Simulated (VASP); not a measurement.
# Settings for GaSb: elastic tensor from stress against strain

GaSb, F-43m (no. 216), 2 atoms in the cell. HSE06, elastic tensor from stress against strain; PAW potentials Sb, Ga_d (PBE set). VASP 6.6.1.

Wanted: elastic constants within 3 %.

Geometry: relaxed with this functional; Strain step: 0.005.

Elastic constants: the values given are C11, C12, C44.

The series start from Plane-wave cutoff (eV): 370; k mesh: 4x4x4; Strain step: 0.005. Each series keeps the choices made before it, and each single choice may use up half of a tolerance. Times cover all steps of a run.

## Plane-wave cutoff (eV)

| Plane-wave cutoff (eV) | Elastic constants, largest deviation against the largest value | Time (s) |
|---|---|---|
| 330 | 0.065 % | 548 |
| 370 | 0.16 % | 561 |
| 430 (reference) | 0 % | 809 |

## k mesh

| k mesh | Elastic constants, largest deviation against the largest value | Time (s) |
|---|---|---|
| 3x3x3 | 6.3 % | 160 |
| 4x4x4 | 2.3 % | 548 |
| 6x6x6 (reference) | 0 % | 3182 |

## Question

The rows run from the loosest to the tightest. For each series: choose the loosest value from which every tighter one stays within half of the tolerance.

## Answer

- Plane-wave cutoff (eV): 330
- k mesh: 6x6x6, the tightest run, since the next looser one is off by more than half of the tolerance (convergence isn't shown beyond it)

## All choices together

| Input | Elastic constants, largest deviation against the largest value | Time (s) |
|---|---|---|
| program defaults, KSPACING-like mesh of 0.5 per A (naive) | 3.1 % | 454 |
| chosen settings | 0.54 % | 3182 |
| reference settings throughout | 0 % | 4880 |

The chosen settings stay within the tolerance of the reference run, but the reference itself isn't shown to be converged in: k mesh.

Values of the reference run: Elastic constants: 90.9, 38.2, 45 GPa.

## The input

INCAR:
```
SYSTEM = GaSb
ALGO = All
EDIFF = 1E-7
EDIFFG = -0.002
ENCUT = 330
GGA = PE
HFSCREEN = 0.2
IBRION = 2
ISIF = 2
ISMEAR = 0
KPAR = 8
LASPH = .TRUE.
LCHARG = .FALSE.
LHFCALC = .TRUE.
LREAL = .FALSE.
LWAVE = .FALSE.
NELM = 120
NSW = 30
PREC = Accurate
PRECFOCK = Fast
SIGMA = 0.02
```

KPOINTS:
```
Automatic mesh
0
Gamma
  6 6 6
  0 0 0
```

POSCAR.step1:
```
GaSb
 1.0000000000000000
     0.0000000000000000    3.0581580085665374    3.0581580085665374
     3.0428672185237047    0.0000000000000000    3.0581580085665374
     3.0428672185237047    3.0581580085665379    0.0000000000000000
 Sb  Ga
   1   1
Direct
  0.7499999999999999  0.7499999999999999  0.7500000000000001
  0.0000000000000000  0.0000000000000000  0.0000000000000000
```

POSCAR.step2:
```
GaSb
 1.0000000000000000
     0.0000000000000000    3.0581580085665374    3.0581580085665374
     3.0734487986093697    0.0000000000000000    3.0581580085665374
     3.0734487986093697    3.0581580085665379    0.0000000000000000
 Sb  Ga
   1   1
Direct
  0.7499999999999999  0.7500000000000002  0.7500000000000001
  0.0000000000000000  0.0000000000000000 -0.0000000000000000
```

POSCAR.step3:
```
GaSb
 1.0000000000000000
     0.0000000000000000    3.0505126135451213    3.0505126135451213
     3.0581580085665374   -0.0076453950214163    3.0581580085665374
     3.0581580085665374    3.0581580085665379   -0.0076453950214163
 Sb  Ga
   1   1
Direct
  0.7500000000000003  0.7499999999999999  0.7500000000000000
  0.0000000000000000  0.0000000000000000  0.0000000000000000
```

POSCAR.step4:
```
GaSb
 1.0000000000000000
     0.0000000000000000    3.0658034035879536    3.0658034035879536
     3.0581580085665374    0.0076453950214163    3.0581580085665374
     3.0581580085665374    3.0581580085665379    0.0076453950214163
 Sb  Ga
   1   1
Direct
  0.7500000000000000  0.7499999999999999  0.7499999999999999
  0.0000000000000000  0.0000000000000000 -0.0000000000000000
```

Commands (each step's output is kept before the next begins):
```
cat potpaw_PBE.64/Sb/POTCAR potpaw_PBE.64/Ga_d/POTCAR > POTCAR
cp POSCAR.step1 POSCAR
mpirun -np 8 vasp_std > vasp.out
rm WAVECAR CHG
cp POSCAR.step2 POSCAR
mpirun -np 8 vasp_std > vasp.out
rm WAVECAR CHG
cp POSCAR.step3 POSCAR
mpirun -np 8 vasp_std > vasp.out
rm WAVECAR CHG
cp POSCAR.step4 POSCAR
mpirun -np 8 vasp_std > vasp.out
```

The chosen input took VASP 6.6.1 3182 s on 8 cores (AMD EPYC 9R45 (Zen 5)), a shared host.

## An input that fails: cell left free, so the strain relaxes away

It runs to its end, but against the unchanged starting input it is off by 100 % in the elastic constants.

Changes against the starting input:
```
(all steps)
- ISIF = 2
+ ISIF = 3
```
